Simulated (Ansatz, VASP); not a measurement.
**Sn: VASP beside Ansatz**

```
Sn
1.0
    -1.72654    1.77555    2.33834
     1.72654   -1.77555    2.33834
     1.72654    1.77555   -2.33834
Sn
1
Direct
  0.00000 0.00000 0.00000
```

This isn't the form of Sn at room conditions, which is tetragonal (white tin).

Alike in both runs: task single point; functional PBE; k mesh 9 × 9 × 9; occupations fermi-dirac, width 0.2 eV; no spin polarisation.

|  | VASP | Ansatz |
| --- | --- | --- |
| version | VASP 6.6.1 | Ansatz 0.2.0 |
| potentials or method | VASP PAW PBE potentials, release 64 (Sn_d) | plane waves, PAW |
| plane-wave cutoff (eV) | 520 | 653 |
| valence electrons in the cell | 14 | 14 |

|  | VASP | Ansatz | Ansatz less VASP |
| --- | --- | --- | --- |
| gap on the k mesh at the Fermi level (eV) | none | none | - |
| pressure (GPa) | -1.0 | -0.9 | +0.05 |
| largest component of the traceless stress (GPa) | 0.48 | 0.48 | +0.001 |

A gap of «none» marks a metal or a gap that the smearing closes.
